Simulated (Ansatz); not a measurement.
# Cs (Im-3m) in Ansatz: convergence with wavefunction cutoff

Aim: find how far wavefunction cutoff must go before the results for Cs settle, at PBEsol. This setting moves, with any that are tied to it; all else stays.

Program: Ansatz 0.2.0. These are calculated values, not measurements. Logs are shortened: lines on timing, memory, paths and dates and some standing lists are left out, and cuts for length are marked.

### 1 The crystal as given

The structure is cubic, space group Im-3m (No. 229). The conventional cell has a = 6.257 Å, b = 6.257 Å, c = 6.257 Å, α = 90.00°, β = 90.00°, γ = 90.00°.

### 2 With wavefunction cutoff 200 eV

input.yaml reads:

```yaml
crystal:
  lattice:
    - [-3.1284650614, 3.1284650614, 3.1284650614]
    - [3.1284650614, -3.1284650614, 3.1284650614]
    - [3.1284650614, 3.1284650614, -3.1284650614]
  atoms:
    - { symbol: Cs, position: [0.0, 0.0, 0.0] }
hamiltonian:
  xc: pbesol
  pseudopotentials: { kind: paw_fr }
magnetization:
  noncollinear: true
  spin_orbit: true
kpoints:
  mp_grid: { grid: [5, 5, 5] }
scf:
  occupations: { method: cold, width: 0.1 }
output:
  forces: true
  stress: true
  eigenvalues: true
basis:
  ecutwfc: "200 eV"
```

Potentials or basis: Ansatz PAW.

Launch:

```console
ansatz run input.yaml --threads 2 --pin off --max-ram 5632MiB --backend cpu --events-out ev --progress --plain --runs-dir out
```

It took 2.3 s on 2 threads of Intel Xeon at 2.50GHz (Skylake/Cascade Lake), shared host; peak memory 0.36 GiB.

What came out:

- Free energy: -5589.7732 eV
- Pressure: -0.2 GPa
- Band gap on the k mesh: none (metal or under the smearing width)

### 3 With wavefunction cutoff 250 eV

input.yaml, as its differences from that of step 2:

```diff
@@ -22,2 +22,2 @@
 basis:
-  ecutwfc: "200 eV"
+  ecutwfc: "250 eV"
```

Potentials or basis: Ansatz PAW.

Launch:

```console
ansatz run input.yaml --threads 2 --pin off --max-ram 5632MiB --backend cpu --events-out ev --progress --plain --runs-dir out
```

Run time: 2.7 s. Hardware: 2 threads of Intel Xeon at 2.50GHz (Skylake/Cascade Lake), shared host; peak memory 0.39 GiB.

Results:

```yaml
Free_energy: -5589.9176 eV
Pressure: -0.2 GPa
Band_gap_on_the_k_mesh: none (metal or under the smearing width)
```

### 4 With wavefunction cutoff 300 eV

input.yaml, as its differences from that of step 3:

```diff
@@ -22,2 +22,2 @@
 basis:
-  ecutwfc: "250 eV"
+  ecutwfc: "300 eV"
```

Launch:

```console
ansatz run input.yaml --threads 2 --pin off --max-ram 5632MiB --backend cpu --events-out ev --progress --plain --runs-dir out
```

It took 2.9 s on 2 threads of Intel Xeon at 2.50GHz (Skylake/Cascade Lake), shared host; peak memory 0.41 GiB.

Results:

| Item | Value |
| --- | --- |
| Free energy | -5589.9526 eV |
| Pressure | -0.2 GPa |
| Band gap on the k mesh | none (metal or under the smearing width) |

### 5 With wavefunction cutoff 350 eV

input.yaml, as its differences from that of step 4:

```diff
@@ -22,2 +22,2 @@
 basis:
-  ecutwfc: "300 eV"
+  ecutwfc: "350 eV"
```

Launch:

```console
ansatz run input.yaml --threads 2 --pin off --max-ram 5632MiB --backend cpu --events-out ev --progress --plain --runs-dir out
```

Run time: 3.4 s. Hardware: 2 threads of Intel Xeon at 2.50GHz (Skylake/Cascade Lake), shared host; peak memory 0.45 GiB.

What came out:

| Property | Result |
| --- | --- |
| Free energy | -5589.9595 eV |
| Pressure | -0.2 GPa |
| Band gap on the k mesh | none (metal or under the smearing width) |

### 6 With wavefunction cutoff 400 eV

input.yaml, as its differences from that of step 5:

```diff
@@ -22,2 +22,2 @@
 basis:
-  ecutwfc: "350 eV"
+  ecutwfc: "400 eV"
```

Potentials or basis: Ansatz PAW.

Launch:

```console
ansatz run input.yaml --threads 2 --pin off --max-ram 5632MiB --backend cpu --events-out ev --progress --plain --runs-dir out
```

Wall time 4.2 s (2 threads of Intel Xeon at 2.50GHz (Skylake/Cascade Lake), shared host); peak memory 0.47 GiB.

Results (log left out):

| Item | Value |
| --- | --- |
| Free energy | -5589.9603 eV |
| Pressure | -0.2 GPa |
| Band gap on the k mesh | none (metal or under the smearing width) |

### 7 With wavefunction cutoff 450 eV

input.yaml, as its differences from that of step 6:

```diff
@@ -22,2 +22,2 @@
 basis:
-  ecutwfc: "400 eV"
+  ecutwfc: "450 eV"
```

Launch:

```console
ansatz run input.yaml --threads 2 --pin off --max-ram 5632MiB --backend cpu --events-out ev --progress --plain --runs-dir out
```

Wall time 4.5 s (2 threads of Intel Xeon at 2.50GHz (Skylake/Cascade Lake), shared host); peak memory 0.5 GiB.

The run converged. Its results:

| Quantity | Value |
| --- | --- |
| Free energy | -5589.9604 eV |
| Pressure | -0.2 GPa |
| Band gap on the k mesh | none (metal or under the smearing width) |

### 8 With wavefunction cutoff 500 eV

input.yaml, as its differences from that of step 7:

```diff
@@ -22,2 +22,2 @@
 basis:
-  ecutwfc: "450 eV"
+  ecutwfc: "500 eV"
```

Launch:

```console
ansatz run input.yaml --threads 2 --pin off --max-ram 5632MiB --backend cpu --events-out ev --progress --plain --runs-dir out
```

Wall time 5.2 s (2 threads of Intel Xeon at 2.50GHz (Skylake/Cascade Lake), shared host); peak memory 0.53 GiB.

Results (log left out):

```
Free energy            : -5589.9604 eV
Pressure               : -0.2 GPa
Band gap on the k mesh : none (metal or under the smearing width)
```

### 9 With wavefunction cutoff 600 eV

input.yaml, as its differences from that of step 8:

```diff
@@ -22,2 +22,2 @@
 basis:
-  ecutwfc: "500 eV"
+  ecutwfc: "600 eV"
```

Potentials or basis: Ansatz PAW.

Launch:

```console
ansatz run input.yaml --threads 2 --pin off --max-ram 5632MiB --backend cpu --events-out ev --progress --plain --runs-dir out
```

Wall time 6.6 s (2 threads of Intel Xeon at 2.50GHz (Skylake/Cascade Lake), shared host); peak memory 0.61 GiB.

Results (log left out):

| Quantity | Value |
| --- | --- |
| Free energy | -5589.9605 eV |
| Pressure | -0.2 GPa |
| Band gap on the k mesh | none (metal or under the smearing width) |

### 10 With wavefunction cutoff 800 eV

input.yaml, as its differences from that of step 9:

```diff
@@ -22,2 +22,2 @@
 basis:
-  ecutwfc: "600 eV"
+  ecutwfc: "800 eV"
```

Potentials or basis: Ansatz PAW.

Launch:

```console
ansatz run input.yaml --threads 2 --pin off --max-ram 5632MiB --backend cpu --events-out ev --progress --plain --runs-dir out
```

The log of the run:

```text
Warning: RAYON_NUM_THREADS=2 ignored (pool sized by the plan → 2); use --threads N
Engine: ansatz 0.2.0, x86_64-unknown-linux-gnu
Pseudopotentials: kind: paw_fr
Pseudopotential: Cs, paw_fr, valence charge 9, recommended cutoff 420 eV (normal), Cs.paw.azcp#standard-fr
Functional definition: PBEsol
  exchange = pbesol_x
  correlation = pbesol_c
non-collinear run that drives no moment, with spin-orbit: no starting moment large enough to seed its density (crystal.atoms[].spin), no starting occupations that ask for one, no magnetisation constraint and no magnetic field, so the semilocal B_xc is pinned to zero
Crystal: 1 atoms, lattice volume = 122.477 Å³
Basis set: ecut = 800 eV, 6363 PW (Γ), exchange–correlation on 100×100×100 points (8 copies of the dense FFT grid, shifted against one another)
Bands: 18, of which v1, the nominal top of the filled ones, is band 9 counted from 1 (8 counted from 0)
Symmetry: 48 space group operations + 48 with time reversal
Magnetic group: BNS 229.141 (UNI 1643), of the structure as read, at distance tolerance 5.0e-5 Å
k-points: 10 of 125
Projection manifold: j_resolved (fully-relativistic pseudo-atomic orbitals)
Non-local potential: Cs, projectors of the file, l = 0: 3, l = 1: 4, l = 2: 4, l = 3: 4
PAW form: soft (Blöchl's): semilocal exchange-correlation on the pseudo side does not see the compensation charge
PAW frozen core: Cs, regenerated for the run's functional, and the local potential with it (the file was generated under x = pbe(κ = 0.804, μ = 0.2195149727645171), c = pbe(β = 0.06672455060314922))
PAW one-centre angular grid: Cs, 194 points (default); XC on 64 Gauss nodes
Initial density: superposition of atomic densities (chi_scale 0.1, normalization cell)
Initial wavefunctions: pseudopotential atomic-orbital guess
Functional: x = pbesol(κ = 0.804, μ = 0.12345679012345678), c = pbesol(β = 0.046)
SCF iter   1: F=—  HF=-5589.964785 eV  |F-HF|=—  |Δ(HF+E_count)|=         —  Δρ=1.89e-3  dr2=1.75e-2  dr2_m=0.00e0 (ungated)  ethr=3.10e-3  |M|=0.00e0 ∫|m|=0.00e0 μB  |m|>n=0.0e0 m-floor=0.0e0 τ_xc=0.0e0  β_m=0.30  ⟨swp⟩=8.0  Hψ=590  notcnv=0
preconditioner: auto → none  [insulator: Δε(μ)=0.337 eV  Ē_g=2.698 eV  σ=0.100 eV  W_gap=0.69  n_scr=12 (ndim 8)  ℏωp=3.4 eV  f_vac=0.000  D(μ)=2.33/eV (n_scr^D=12)  ε∞_Penn≈2.5]
SCF iter   2: F=—  HF=-5589.961344 eV  |F-HF|=—  |Δ(HF+E_count)|=   3.44e-3  S|Δr|=    0.00e0  Δρ=1.07e-3  dr2=5.93e-3  dr2_m=0.00e0 (ungated)  ethr=1.95e-4  |M|=0.00e0 ∫|m|=0.00e0 μB  |m|>n=0.0e0 m-floor=0.0e0 τ_xc=0.0e0  β_m=0.50  ⟨swp⟩=1.7  Hψ=157  notcnv=0
SCF iter   3: F=—  HF=-5589.960396 eV  |F-HF|=—  |Δ(HF+E_count)|=   9.48e-4  S|Δr|=    0.00e0  Δρ=3.26e-4  dr2=2.19e-4  dr2_m=0.00e0 (ungated)  ethr=6.59e-5  |M|=0.00e0 ∫|m|=0.00e0 μB  |m|>n=0.0e0 m-floor=0.0e0 τ_xc=0.0e0  β_m=0.71  ⟨swp⟩=2.0  Hψ=102  notcnv=0
SCF iter   4: F=—  HF=-5589.960488 eV  |F-HF|=—  |Δ(HF+E_count)|=   9.26e-5  S|Δr|=    0.00e0  Δρ=3.65e-5  dr2=2.78e-6  dr2_m=0.00e0 (ungated)  ethr=2.43e-6  |M|=0.00e0 ∫|m|=0.00e0 μB  |m|>n=0.0e0 m-floor=0.0e0 τ_xc=0.0e0  β_m=0.72  ⟨swp⟩=2.5  Hψ=118  notcnv=0
SCF iter   5: F=—  HF=-5589.960480 eV  |F-HF|=—  |Δ(HF+E_count)|=   8.57e-6  S|Δr|=    0.00e0  Δρ=8.01e-6  dr2=4.68e-8  dr2_m=0.00e0 (ungated)  ethr=1.11e-9  |M|=0.00e0 ∫|m|=0.00e0 μB  |m|>n=0.0e0 m-floor=0.0e0 τ_xc=0.0e0  β_m=0.85  ⟨swp⟩=9.0  Hψ=571  notcnv=0
SCF iter   6: F=-5589.960480 eV  HF=-5589.960480 eV  |F-HF|=4.13e-10  |Δ(HF+E_count)|=   7.10e-8  S|Δr|=    0.00e0  Δρ=5.47e-7  dr2=2.33e-10  dr2_m=0.00e0 (ungated)  ethr=5.20e-10  |M|=0.00e0 ∫|m|=0.00e0 μB  |m|>n=0.0e0 m-floor=0.0e0 τ_xc=0.0e0  ⟨swp⟩=2.8  Hψ=338  notcnv=0
SCF 1 converged in 6 iterations: F = -5589.960480 eV  dr2 = 2.33e-10
SCF converged after 6 iterations
Stability not checked: this state was not tested for a lower state beside it, because cold or Methfessel-Paxton smearing, or corrected tetrahedra, fill the levels in a way that the test cannot read (fill_not_monotonic; see scf.lower_state_search)
Magnetization: |M| = 0.0000 μB,  M = (+0.0000, +0.0000, +0.0000) μB
Absolute magnetization: 0.0000 μB (∫|m|)
  site 0: m = (+0.0000, +0.0000, +0.0000) μB, |m| = 0.0000 μB  (R = 2.24 Å)
Free energy (F): -5589.960480 eV
Harris-Foulkes:  -5589.960480 eV  (|F-HF|=4.13e-10)
Internal energy: -5589.954173 eV  (E = F + TS)
E sigma→0 (E₀):  -5589.958378 eV
Entropy (-TS):   -0.006307 eV (-6.307 meV/atom)
Fermi energy:    1.959162 eV
--- Per-component energies (eV) ---
  E_band       = -95.509693
  E_kinetic    = 140.904828
  E_local      = -406.989543  (includes V_loc(G=0)·N_el)
  E_nonlocal   = 31.166672
  E_hartree    = 142.745605
  E_xc         = -171.099084
  E_vxc        = -123.993493  (∫ρ·V_xc dr)
  E_paw        = -4987.627845  (= ΣΔE_a)
  E_vpaw       = -22.089522  (= ΣTr[D̂ρ^β])
  E_aug_tail   = 0.000000  (compensation charges beyond the density's cutoff)
  E_ewald      = -339.199680
  E_core_change = 0.144873  (= ΣΔE_core)
  E_smearing   = -0.006307  (= −TS)
  E_closure    = 0.000000  (closes the sum)
  Σ components = -5589.960480   (vs F -5589.960480, Δ=0.00e0)
--- Forces (eV/Å), atoms counted from 1 ---
  atom   1  Cs     0.00000000    -0.00000000    -0.00000000
  max |Σ_I F_I| component: 1.87e-30 eV/Å
--- Stress (GPa, compression-positive) ---
       -0.218429      -0.000000       0.000000
       -0.000000      -0.218429       0.000000
       -0.000000       0.000000      -0.218429
  P = ⅓ Tr σ = -0.2184 GPa (-2.184 kbar)
--- Band table (eV; the first three rows and the last of 10) ---
  k-point 0: bands = ["-21.9727", "-21.9727", "-9.8738", "-9.8738", "-8.2147", "-8.2147", "-8.2147", "-8.2147", "0.2735", "0.2735", "4.3380", "4.3380", "4.3380", "4.3380", "4.3833", "4.3833", "5.1824", "5.1824"]
  k-point 1: bands = ["-21.9710", "-21.9710", "-9.8865", "-9.8865", "-8.2481", "-8.2481", "-8.2214", "-8.2214", "0.6754", "0.6754", "3.8514", "3.8514", "3.9956", "3.9956", "4.7573", "4.7573", "4.9756", "4.9756"]
  k-point 2: bands = ["-21.9682", "-21.9682", "-9.9073", "-9.9073", "-8.2999", "-8.2999", "-8.2320", "-8.2320", "1.6380", "1.6380", "2.9461", "2.9461", "3.6012", "3.6012", "5.0653", "5.0653", "5.4055", "5.4055"]
  k-point 9: bands = ["-21.9646", "-21.9646", "-9.9285", "-9.9285", "-8.3021", "-8.3021", "-8.2970", "-8.2970", "2.4920", "2.4920", "2.7398", "2.7398", "4.2908", "4.2908", "4.4381", "4.4381", "4.5207", "4.5207"]
```

Run time: 11 s. Hardware: 2 threads of Intel Xeon at 2.50GHz (Skylake/Cascade Lake), shared host; peak memory 0.73 GiB.

What came out:

```
Free energy            : -5589.9605 eV
Pressure               : -0.2 GPa
Band gap on the k mesh : none (metal or under the smearing width)
```

### 11 The series at a glance

```
wavefunction cutoff  energy less the tightest run, at zero smearing (meV/atom)  SCF cycles  CPU time (s)  peak memory (GiB)
             200 eV                                                     187.30           6           3.2               0.36
             250 eV                                                      42.92           6           4.1               0.39
             300 eV                                                       7.89           6           4.6               0.41
             350 eV                                                       0.99           6           5.4               0.45
             400 eV                                                       0.15           6           6.5               0.47
             450 eV                                                       0.12           6           7.1                0.5
             500 eV                                                       0.06           6           8.4               0.53
             600 eV                                                       0.01           6            11               0.61
             800 eV                                                       0.00           6            17               0.73
```

Against the tightest run, the energy stays within 1 meV/atom from 350 eV on. The tightest run that finished is the yardstick and may itself not be fully converged.

Caveats: the PAW data sets come from PBE, with cores solved anew for the run's functional, which leaves a small shift of forces and pressure.
